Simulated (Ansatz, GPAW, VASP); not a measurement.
**Pb: programs and potentials compared**

```xyz
1
Lattice="0.0000 2.4750 2.4750 2.4750 0.0000 2.4750 2.4750 2.4750 0.0000" Properties=species:S:1:pos:R:3 pbc="T T T"
Pb    0.0000    0.0000    0.0000
```

Alike in all runs: task single point; functional RPBE; k mesh 9 × 9 × 9; occupations gaussian, width 0.05 eV; no spin polarisation; no spin-orbit coupling. Pressure is positive in compression and, in plane waves, holds the error of the finite cutoff.

```csv
program and potentials,plane-wave cutoff (eV),notes,pressure (GPa)
"VASP, PBE PAW files Pb_d, release 54, 520 eV",520,potentials made for PBE,3.85
"Ansatz, all-electron LAPW, scalar-relativistic",-,-,3.87
"GPAW, the program's PAW data sets (release 1.2.1) made for this functional",600,-,3.61
```

The pressure spans 3.61 (GPAW, the program's PAW data sets (release 1.2.1) made for this functional) to 3.87 GPa (Ansatz, all-electron LAPW, scalar-relativistic), with all-electron results at 3.87.

The functional is the same throughout but for its coding, so the spread measures potentials, basis and numerics; runs on potential files found faulty are left out.

All three runs put lead under compression at this volume, so RPBE would expand the lattice beyond the cell used, which is close to the measured one. This is the expected behaviour of the functional: its exchange enhancement rises more steeply with the density gradient than that of PBE, which favours inhomogeneous densities and weakens the cohesion from the delocalised 6p electrons. Because lead is a soft metal, even a moderate pressure implies a noticeable expansion.

The VASP result of 3.85 GPa nearly matches the all-electron 3.87 GPa although its potentials were made for PBE, whereas GPAW, with data sets made for RPBE, gives 3.61 GPa. Matching the potential to the functional is therefore not what decides the agreement here; the remaining difference may come from the construction of the data sets or from basis convergence. It is small beside the common positive pressure, so the tendency to expand belongs to the functional rather than to any one program. Close agreement in pressure at a single volume does not establish equal bulk moduli.
